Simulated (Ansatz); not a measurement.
## Levels of theory for ZnSiP2 (ordering on zincblende)

All numbers come from Ansatz. These are computed values for a spin-unpolarised cell that may be hypothetical; none is a measurement.

ZnSiP2 as one 8-atom ordering (I-42d) on the zincblende lattice, relaxed with r2SCAN. The symmetry is I-42d (No. 122, tetragonal); conventional cell a = 5.377 Å, c = 10.468 Å, 18.92 Å³ an atom. Around Zn lie 4 P at 2.36 Å; around P lie 2 Si at 2.26 Å and 2 Zn at 2.36 Å; around Si lie 4 P at 2.26 Å.

Relaxed lattice by functional, symmetry kept:
```
functional  k mesh  a (Å)   c (Å)  volume (Å³/atom)
       PBE   6×6×6  5.419  10.539             19.34
    r2SCAN   6×6×6  5.377  10.468             18.92
```

Gaps on the r2SCAN cell, each the least over its mesh and the special points:
```
                                    level  k mesh  gap (eV)    kind     edges  least direct gap (eV)
                                      PBE   6×6×6      1.31  direct         Γ                   1.31
                                   r2SCAN   6×6×6      1.56  direct         Γ                   1.56
                                    HSE06   4×4×4      1.99  direct         Γ                   1.99
                                     PBE0   4×4×4      2.65  direct         Γ                   2.65
G0W0@PBE (451 empty bands, 120 eV, 4×4×4)   4×4×4      1.86       –  Γ (mesh)                      –
```
PBE: smearing of 0.02 eV; the others have fixed occupations.
Wave cutoffs: 420 eV, 500 eV (r2SCAN).
The G0W0 gap is PBE's gap over the path plus the quasiparticle shift read on the mesh. No extrapolation in bands, cutoff or mesh was made for G0W0.

HSE06 gives a direct gap of 1.99 eV at Γ. With r2SCAN, at Γ the top three valence levels group as 1+2 from the top, spread over 129 meV.

r2SCAN covers 36 % of the step from PBE to HSE06. Among these functionals the gap stays direct.

The meshes of the hybrids are coarse, so their gaps aren't converged to the digits shown.

The splittings at Γ are without spin-orbit coupling, which regroups them where it is of like size or larger.

With a shallow d shell on the cation, G0W0 converges slowly in bands and cutoff, so these values are in doubt.
